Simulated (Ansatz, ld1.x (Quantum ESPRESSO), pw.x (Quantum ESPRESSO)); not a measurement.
**platinum (Pt) (diamond): variants of one TM potential in the solid**

ld1.x (Quantum ESPRESSO) 7.5 input, shortened:

```
&input
   title='Pt', zed=78., rel=1, dft='PBE', iswitch=3,
   config='[Xe] 4f14 5d7 6s0 6p0'
 /
 &inputp
   pseudotype=2, tm=.true., lloc=0,
   nlcc=.true., rcore=1.80
 /
3
6P  2  1   0.00   0.00  2.55  2.55  0.0
5D  3  2   7.00   0.00  1.70  1.70  0.0
6S  1  0   0.00   0.00  2.10  2.10  0.0
 &test
   configts(1)='5d7 6s0 6p0'
 /
```

Crystal test: diamond Pt in pw.x 7.5, no spin, 8³ k-points, Fermi–Dirac smearing 0.01 Ry, cutoffs set for each file from its atomic test. The reference is all-electron LAPW (Ansatz 0.2.0) with the same functional, mesh and smearing; V0 and B0 come from Birch–Murnaghan fits to the pressures at five volumes. Errors are pseudo minus all-electron; Δ is the rms difference of the E(V) curves that follow from these fits, minima aligned, over ±6 % about the mean V0. Mesh and smearing are coarse, so the numbers serve the comparison and aren't converged zero-temperature values; the lattice is a test structure that the element need not adopt.

All-electron: a0 = 5.784 Å (V0 = 24.18 Å³/atom), B0 = 111.9 GPa.

Base: The largest radius (2.55 bohr) exceeds half the bond length (2.37 bohr), so the spheres overlap, which is one possible source of error among others. This is a poor potential for the solid. Atomic configuration tests: 1 of 7 tests not solved or not reliable.

2 further variants are left out: they gave no file fit for a test, a broken result, the same result as the base, or pressures whose basis-set error rivals the error shown.

A dash in a converged row means that the minimum lies outside the volumes sampled.

```tsv
change	cutoffs (Ry)	pw.x	a0 (Å)	a0 error (%)	B0 error (%)	Δ (meV/atom)	mean pressure error (GPa)
base	75/300	converged	5.825	+0.71	+3.2	13.2	+2.67
wave 6s (bound): rc 2.10 bohr becomes 6s (bound): rc 2.26 bohr	75/300	converged	5.827	+0.75	+3.0	13.9	+2.81
wave 6s (bound): rc 2.10 bohr becomes 6s (bound): rc 3.16 bohr	75/300	converged	–	–	–	–	-11.49
```

Q: Give the row for: wave 6s (bound): rc 2.10 bohr becomes 6s (bound): rc 1.90 bohr.

A: pw.x: converged; mean pressure error (GPa): +2.00; a0 (Å): 5.814; a0 error (%): +0.53; B0 error (%): +4.1; Δ (meV/atom): 10.0.
